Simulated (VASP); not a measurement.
# AlNi3 (Pm-3m) in VASP: further runs

One crystal, AlNi3, is run at these levels: PBE; tasks: single point.

All numbers are computed with VASP 6.6.1; they aren't measurements. Logs are shortened: lines on timing, memory, paths and dates and some standing lists are left out, and cuts for length are marked.

## Step 1: The structure

It takes space group Pm-3m (No. 221, cubic). Conventional cell: a = 3.565 Å, b = 3.565 Å, c = 3.565 Å, α = 90.00°, β = 90.00°, γ = 90.00°. Al (site symmetry m-3m) is surrounded by 12 Ni at 2.52 Å. Ni (site symmetry 4/mmm) is surrounded by 4 Al at 2.52 Å and 8 Ni at 2.52 Å.

The cell is a database's computed one.

## Step 2: Single point, PBE

The input, INCAR:

```
SYSTEM = AlNi3
PREC = Accurate
ENCUT = 520
EDIFF = 1E-7
ISMEAR = 0
SIGMA = 0.05
LREAL = .False.
LASPH = .True.
NELM = 60
ALGO = Fast
ISIF = 2
LWAVE = .False.
LCHARG = .False.
GGA = PE
NBANDS = 24
```

The input, KPOINTS:

```
regular mesh
0
Gamma
  12 12 12
  0 0 0
```

The input, POSCAR:

```
AlNi3
1.0
    3.5647269103      0.0000000000      0.0000000000
    0.0000000000      3.5647269103      0.0000000000
    0.0000000000      0.0000000000      3.5647269103
Al Ni
1 3
Direct
    0.0000000000      0.0000000000      0.0000000000
    0.0000000000      0.5000000000      0.5000000000
    0.5000000000      0.0000000000      0.5000000000
    0.5000000000      0.5000000000      0.0000000000
```

Potentials or basis: VASP PAW PBE potentials, release 64 (Al, Ni).

Launch:

```
$ cat potpaw_PBE.64/Al/POTCAR potpaw_PBE.64/Ni/POTCAR > POTCAR
$ mpirun -np 1 vasp_std > vasp.out
```

OUTCAR:

```text
SYSTEM = AlNi3
   PREC = Accurate
   ENCUT = 520
   EDIFF = 1E-7
   ISMEAR = 0
   LREAL = .False.
   LASPH = .True.
   NELM = 60
   ISIF = 2
   GGA = PE

 ion  position               nearest neighbor table
   1  0.000  0.000  0.000-   2 2.52   3 2.52   4 2.52   2 2.52   3 2.52   2 2.52   4 2.52   2 2.52
                             3 2.52   4 2.52   3 2.52   4 2.52
   2  0.000  0.500  0.500-   1 2.52   3 2.52   4 2.52   1 2.52   4 2.52   1 2.52   3 2.52   1 2.52
                             3 2.52   4 2.52   4 2.52   3 2.52
   3  0.500  0.000  0.500-   1 2.52   2 2.52   4 2.52   1 2.52   4 2.52   2 2.52   4 2.52   4 2.52
                             1 2.52   2 2.52   1 2.52   2 2.52
   4  0.500  0.500  0.000-   1 2.52   2 2.52   3 2.52   2 2.52   3 2.52   1 2.52   3 2.52   3 2.52
                             1 2.52   2 2.52   2 2.52   1 2.52

  LATTYP: Found a simple cubic cell.
 ALAT       =     3.5647269103

  Lattice vectors:

 A1 = (   3.5647269103,   0.0000000000,   0.0000000000)
 A2 = (   0.0000000000,   3.5647269103,   0.0000000000)
 A3 = (   0.0000000000,   0.0000000000,   3.5647269103)

Analysis of symmetry for initial positions (statically):
=====================================================================
 Subroutine PRICEL returns:
 Original cell was already a primitive cell.

 Routine SETGRP: Setting up the symmetry group for a
 simple cubic supercell.

 Subroutine GETGRP returns: Found 48 space group operations
 (whereof 48 operations were pure point group operations)
 out of a pool of 48 trial point group operations.

The static configuration has the point symmetry O_h .

Analysis of symmetry for dynamics (positions and initial velocities):
=====================================================================
 Subroutine PRICEL returns:
 Original cell was already a primitive cell.

 Routine SETGRP: Setting up the symmetry group for a
 simple cubic supercell.

 Subroutine GETGRP returns: Found 48 space group operations
 (whereof 48 operations were pure point group operations)
 out of a pool of 48 trial point group operations.

The dynamic configuration has the point symmetry O_h .

 Subroutine INISYM returns: Found 48 space group operations
 (whereof 48 operations are pure point group operations),
 and found     1 'primitive' translations

----------------------------------------------------------------------------------------

                                     Primitive cell

  volume of cell :      45.2980

  direct lattice vectors                    reciprocal lattice vectors
     3.564726910  0.000000000  0.000000000     0.280526398  0.000000000  0.000000000
     0.000000000  3.564726910  0.000000000     0.000000000  0.280526398  0.000000000
     0.000000000  0.000000000  3.564726910     0.000000000  0.000000000  0.280526398

  length of vectors
     3.564726910  3.564726910  3.564726910     0.280526398  0.280526398  0.280526398

  position of ions in fractional coordinates (direct lattice)
     0.000000000  0.000000000  0.000000000
     0.000000000  0.500000000  0.500000000
     0.500000000  0.000000000  0.500000000
     0.500000000  0.500000000  0.000000000

  ion indices of the primitive-cell ions
   primitive index   ion index
                 1           1
                 2           2
                 3           3
                 4           4

----------------------------------------------------------------------------------------

 KPOINTS: regular mesh

Automatic generation of k-mesh.
 Grid dimensions read from file:
 generate k-points for:   12   12   12

 Generating k-lattice:

  Cartesian coordinates                     Fractional coordinates (reciprocal lattice)
     0.023377200  0.000000000  0.000000000     0.083333333  0.000000000  0.000000000
     0.000000000  0.023377200  0.000000000     0.000000000  0.083333333  0.000000000
     0.000000000  0.000000000  0.023377200     0.000000000  0.000000000  0.083333333

  Length of vectors
     0.023377200  0.023377200  0.023377200

  Shift w.r.t. Gamma in fractional coordinates (k-lattice)
     0.000000000  0.000000000  0.000000000

 Subroutine IBZKPT returns following result:
 ===========================================

 Found     84 irreducible k-points:

 Following reciprocal coordinates:
            Coordinates               Weight
  0.000000  0.000000  0.000000      1.000000
  0.083333  0.000000  0.000000      6.000000
  0.166667  0.000000  0.000000      6.000000
  0.250000  0.000000  0.000000      6.000000
  0.333333  0.000000  0.000000      6.000000
  0.416667  0.000000  0.000000      6.000000
[... 16 lines left out ...]
  0.333333  0.333333  0.000000     12.000000
  0.416667  0.333333  0.000000     24.000000
 [... further k-points ...]
   k-points           NKPTS =     84   k-points in BZ     NKDIM =     84   number of bands    NBANDS=     24
   number of dos      NEDOS =    301   number of ions     NIONS =      4
   total plane-waves  NPLWV =  21952
   dimension x,y,z NGX =    28 NGY =   28 NGZ =   28
   dimension x,y,z NGXF=    56 NGYF=   56 NGZF=   56
   ions per type =               1   3
   NGX,Y,Z   is equivalent  to a cutoff of  13.06, 13.06, 13.06 a.u.
   NGXF,Y,Z  is equivalent  to a cutoff of  26.12, 26.12, 26.12 a.u.
 SYSTEM =  AlNi3
   PREC   = accura    normal or accurate (medium, high low for compatibility)
   ISTART =      0    job   : 0-new  1-cont  2-samecut
   ICHARG =      2    charge: 1-file 2-atom 10-const
   ISPIN  =      1    spin polarized calculation?
   LNONCOLLINEAR =      F non collinear calculations
   LSORBIT =      F    spin-orbit coupling
   LASPH  =      T    aspherical Exc in radial PAW
   ENCUT  =  520.0 eV  38.22 Ry    6.18 a.u.   6.63  6.63  6.63*2*pi/ulx,y,z
   NELM   =     60;   NELMIN=  2; NELMDL= -5     # of ELM steps
   EDIFF  = 0.1E-06   stopping-criterion for ELM
   LREAL  =      F    real-space projection
   EDIFFG = 0.1E-05   stopping-criterion for IOM
   NSW    =      0    number of steps for IOM
   IBRION =     -1    ionic relax: 0-MD 1-quasi-New 2-CG
   NFREE  =      0    steps in history (QN), initial steepest desc. (CG)
   ISIF   =      2    stress and relaxation
   ISYM   =      2    0-nonsym 1-usesym 2-fastsym
   POTIM  = 0.5000    time-step for ionic-motion
   TEBEG  =    0.0;   TEEND  =   0.0 temperature during run
   PSTRESS=    0.0 pullay stress
   NELECT =      33.0000    total number of electrons
   NUPDOWN=      -1.0000    fix difference up-down
   EMIN   =  10.00;   EMAX   =-10.00  energy-range for DOS
   EFERMI =   0.00;   METHOD = LEGACY
   ISMEAR =     0;   SIGMA  =   0.05  broadening in eV -4-tet -1-fermi 0-gaus
   EFERMI_NEDOS =   21; number of points for ismear=-14 and -15
   IALGO  =     68    algorithm
   IMIX   =      4    mixing-type and parameters
     AMIX     =   0.40;   BMIX     =  1.00
     AMIX_MAG =   1.60;   BMIX_MAG =  1.00
  volume/ion in A,a.u.               =      11.32        76.42
  Fermi-wavevector in a.u.,A,eV,Ry     =   1.473058  2.783676 29.523285  2.169900
  Thomas-Fermi vector in A             =   2.587997
   LORBIT       =      0    0 simple, 1 ext, 2 COOP (PROOUT), +10 PAW based schemes
   GGA     = PE    functional components
   LHFCALC =     F    Hartree Fock is set to
   AEXX    =    0.0000 exact exchange contribution
   IVDW    =     0    specifies the selected vdW correction
   LEPSILON=     F    determine dielectric tensor
   LRPA    =     F    only Hartree local field effects (RPA)
 non-spin polarized calculation
 RMM-DIIS sequential band-by-band and
 Gauss-broadening in eV      SIGMA  =   0.05
  energy-cutoff  :      520.00
  volume of cell :       45.30
 maximum number of plane-waves:      1240
 NGX is ok and might be reduce to    28
   NGX = 13   NGY = 13   NGZ = 13

 number of electron      33.0000017 magnetization

 Free energy of the ion-electron system (eV)
  ---------------------------------------------------
  ext. energy  EPLUGINS =         0.00000000
  ---------------------------------------------------
  free energy    TOTEN  =       -21.88138961 eV

  energy without entropy =      -21.87397909  energy(sigma->0) =      -21.87768435

 E-fermi :   9.4024     XC(G=0): -12.6634

 val. band max:        9.3986375027   @ k =   0.3333   0.3333   0.1667
 cond. band min:       9.4040127516   @ k =   0.3333   0.2500   0.2500
 fundamental gap:      0.0053752489
 Fermi energy:         9.4024412193

 k-point     1 :       0.0000    0.0000    0.0000
  band No.  band energies     occupation
      1      -0.4911      2.00000
      2       5.2234      2.00000
      3       5.9237      2.00000
      4       5.9237      2.00000
      5       6.3357      2.00000
      6       6.3357      2.00000
[... 16 lines left out ...]
     23      21.6280      0.00000
     24      21.6280      0.00000

 k-point     2 :       0.0833    0.0000    0.0000
  band No.  band energies     occupation
      1      -0.4065      2.00000
      2       5.2491      2.00000
      3       5.8687      2.00000
      4       5.9775      2.00000
      5       6.3478      2.00000
      6       6.3478      2.00000
[... 16 lines left out ...]
     23      21.2314      0.00000
     24      21.2404      0.00000

 k-point     3 :       0.1667    0.0000    0.0000
  band No.  band energies     occupation
      1      -0.1548      2.00000
      2       5.2665      2.00000
      3       5.7213      2.00000
      4       6.1328      2.00000
      5       6.3820      2.00000
      6       6.3820      2.00000
[... 16 lines left out ...]
     23      20.0504      0.00000
     24      20.0504      0.00000
[... 514 lines left out ...]
 k-point    23 :       0.3333    0.3333    0.0000
  band No.  band energies     occupation
      1       2.0232      2.00000
      2       4.9926      2.00000
      3       5.1076      2.00000
      4       6.3711      2.00000
      5       6.4326      2.00000
      6       6.7867      2.00000
[... 16 lines left out ...]
     23      19.0084      0.00000
     24      20.1268      0.00000

 k-point    24 :       0.4167    0.3333    0.0000
  band No.  band energies     occupation
      1       2.6199      2.00000
      2       4.3640      2.00000
      3       5.3232      2.00000
      4       6.3994      2.00000
      5       6.4537      2.00000
      6       6.9299      2.00000
[... 16 lines left out ...]
     23      19.3099      0.00000
     24      19.8841      0.00000

 [... further k-points ...]

------------------------ aborting loop because EDIFF is reached ----------------------------------------

  FORCE on cell =-STRESS in cart. coord.  units (eV):
  Direction    XX          YY          ZZ          XY          YZ          ZX
  --------------------------------------------------------------------------------------
  -------------------------------------------------------------------------------------
  Total        0.0093252      0.0093252      0.0093252     -0.0000000     -0.0000000     -0.0000000
  in kB        0.3298283      0.3298283      0.3298283     -0.0000000     -0.0000000     -0.0000000
  external PRESSURE =       0.3298283 kB  Pullay stress =       0.0000000 kB

 VOLUME and BASIS-vectors are now :
 -----------------------------------------------------------------------------
  energy-cutoff  :      520.00
  volume of cell :       45.30
      direct lattice vectors                 reciprocal lattice vectors
     3.564726910  0.000000000  0.000000000     0.280526398  0.000000000  0.000000000
     0.000000000  3.564726910  0.000000000     0.000000000  0.280526398  0.000000000
     0.000000000  0.000000000  3.564726910     0.000000000  0.000000000  0.280526398

 POSITION                                       TOTAL-FORCE (eV/Angst)
 -----------------------------------------------------------------------------------
      0.00000      0.00000      0.00000         0.000000      0.000000      0.000000
      0.00000      1.78236      1.78236         0.000000      0.000000      0.000000
      1.78236      0.00000      1.78236         0.000000      0.000000      0.000000
      1.78236      1.78236      0.00000         0.000000      0.000000      0.000000
 -----------------------------------------------------------------------------------
    total drift:                                0.000000      0.000000      0.000000

  FREE ENERGIE OF THE ION-ELECTRON SYSTEM (eV)
  ---------------------------------------------------
  free  energy   TOTEN  =       -21.8813896134 eV

  energy  without entropy=      -21.8739790935  energy(sigma->0) =      -21.87768435
```

Run time: 83 s. Hardware: 1 thread of Intel Xeon Platinum 8259CL at 2.50GHz (Skylake/Cascade Lake), shared host; peak memory 0.2 GiB.

What came out:

```
Free energy            : -21.8814 eV
Pressure               : 0.0 GPa
Band gap on the k mesh : none (metal or under the smearing width)
```

Levels at points of the mesh, in eV from the Fermi level:
| k point | band 14 | band 15 | band 16 | band 17 | band 18 | band 19 | band 20 | band 21 |
| --- | --- | --- | --- | --- | --- | --- | --- | --- |
| (0.00, 0.00, 0.00) | 0.19 | 0.19 | 0.19 | 0.90 | 0.90 | 0.90 | 6.62 | 6.62 |
| (0.50, 0.00, 0.00) | -1.00 | -0.86 | -0.35 | 0.19 | 5.54 | 5.54 | 5.65 | 5.65 |
| (0.50, 0.50, 0.00) | -1.07 | -0.80 | -0.72 | -0.45 | 1.02 | 1.02 | 8.15 | 8.21 |
| (0.50, 0.50, 0.50) | -0.90 | -0.90 | -0.11 | -0.01 | -0.01 | -0.01 | 3.43 | 4.15 |

Spin polarisation is off, so any magnetic state and its effect on volume and gap are missing.

## Step 3: Single point, PBE

This run uses another cell than the first one, of 10.93 Å³/atom, 0.965 times its volume.

The input, INCAR:

```
PREC     = Accurate       # precision mode
ENCUT    = 520            # plane-wave cutoff, eV
EDIFF    = 1E-7           # SCF threshold, eV
ISMEAR   = 0              # smearing method
SIGMA    = 0.05           # smearing width, eV
LREAL    = False          # projectors in reciprocal space
LASPH    = True           # aspherical terms in the spheres
NELM     = 100            # most SCF steps
ALGO     = Normal         # electronic algorithm
ISIF     = 2              # what is computed and relaxed
LWAVE    = False          # write WAVECAR
LCHARG   = True           # write CHGCAR
GGA      = PE             # functional
LELF     = True           # ELF
LVHAR    = True         
NBANDS   = 24             # bands
```

The input, KPOINTS:

```
regular mesh
0
Gamma
  12 12 12
```

The input, POSCAR:

```
AlNi3
1.0
    3.5230547267      0.0000000000      0.0000000000
    0.0000000000      3.5230547267      0.0000000000
    0.0000000000      0.0000000000      3.5230547267
Al Ni
1 3
Direct
    0.0000000000      0.0000000000      0.0000000000
    0.0000000000      0.5000000000      0.5000000000
    0.5000000000      0.0000000000      0.5000000000
    0.5000000000      0.5000000000      0.0000000000
```

Potentials or basis: VASP PAW PBE potentials, release 64 (Al, Ni).

Launch:

```
$ cat potpaw_PBE.64/Al/POTCAR potpaw_PBE.64/Ni/POTCAR > POTCAR
$ mpirun -np 1 vasp_std > vasp.out
```

It took 69 s on 1 thread of Intel Xeon Platinum 8259CL at 2.50GHz (Skylake/Cascade Lake), shared host; peak memory 0.2 GiB.

The run converged. Its results:

| Item | Value |
| --- | --- |
| Free energy | -21.8481 eV |
| Pressure | 7.0 GPa |
| Band gap on the k mesh | none (metal or under the smearing width) |

Levels at points of the mesh, in eV from the Fermi level:
```
           k point  band 15  band 16  band 17  band 18  band 19  band 20
(0.00, 0.00, 0.00)     0.20     0.20     0.90     0.90     0.90     6.82
(0.50, 0.00, 0.00)    -0.90    -0.37     0.20     5.72     5.72     5.76
(0.50, 0.50, 0.00)    -0.84    -0.76    -0.47     1.08     1.08     8.38
(0.50, 0.50, 0.50)    -0.95    -0.17    -0.01    -0.01    -0.01     3.66
```

(Continued in part 2 of 2.)
